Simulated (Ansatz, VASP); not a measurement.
**Sb: VASP beside Ansatz**

```
Sb
1.0
     4.21266   -0.00940    0.01539
     0.01507    6.49283    0.04219
     2.07873    3.19412    7.73577
Sb
6
Direct
  0.67213 0.47873 0.53611
  0.04316 0.28930 0.79450
  0.37689 0.91370 0.13316
  0.70284 0.94989 0.47241
  0.87680 0.60619 0.13316
  0.07460 0.88178 0.73074
```

Alike in both runs: functional PBE; k mesh 10 × 6 × 6; occupations gaussian, width 0.1 eV; no spin polarisation.

Ansatz relaxed the structure, and its values are those at the end. VASP's run is a single point on that final structure, the one shown.

|  | VASP | Ansatz |
| --- | --- | --- |
| version | VASP 6.6.1 | Ansatz 0.2.0 |
| potentials or method | VASP PAW PBE potentials, release 64 (Sb) | scalar-relativistic, plane waves, PAW |
| plane-wave cutoff (eV) | 520 | 420 |
| valence electrons in the cell | 30 | 90 |

```tsv
	VASP	Ansatz	Ansatz less VASP
gap on the k mesh at the Fermi level (eV)	none	none	-
pressure (GPa)	0.1	0.0	-0.06
rms of the force components (eV/Å)	0.022	0.002	-0.0204
```

A gap of «none» marks a metal or a gap that the smearing closes. The functional is the same, so the differences come from potentials, cutoffs and numerics. The two sets of potentials don't hold the same shells in valence.

Spin-orbit coupling is left out, which matters for the levels of Sb.
